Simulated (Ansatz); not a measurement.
**Ir in Ansatz: the effect of strain**

Ir:

```xyz
1
Lattice="0.0000 1.9156 1.9156 1.9348 0.0000 1.9156 1.9348 1.9156 0.0000" Properties=species:S:1:pos:R:3 pbc="T T T"
Ir    0.0000    0.0000    0.0000
```

The cell isn't the ideal one: strained by +1 %.

Alike in all runs:

* Program: Ansatz 0.2.0
* Task: single point
* Functional: PBE
* Potentials or basis: Ansatz PAW
* Cutoff: 420 eV (not typed: the program's choice for these potentials)
* k mesh: 12 × 12 × 12
* Occupations: fermi-dirac, width 0.05 eV
* Spin: no spin polarisation

```tsv
strain	pressure (GPa)
0.01	?
0.02	3.6
0.04	-2.9
```

Q: What does the run with strain 0.01 give?

A: Pressure 7.2 GPa.
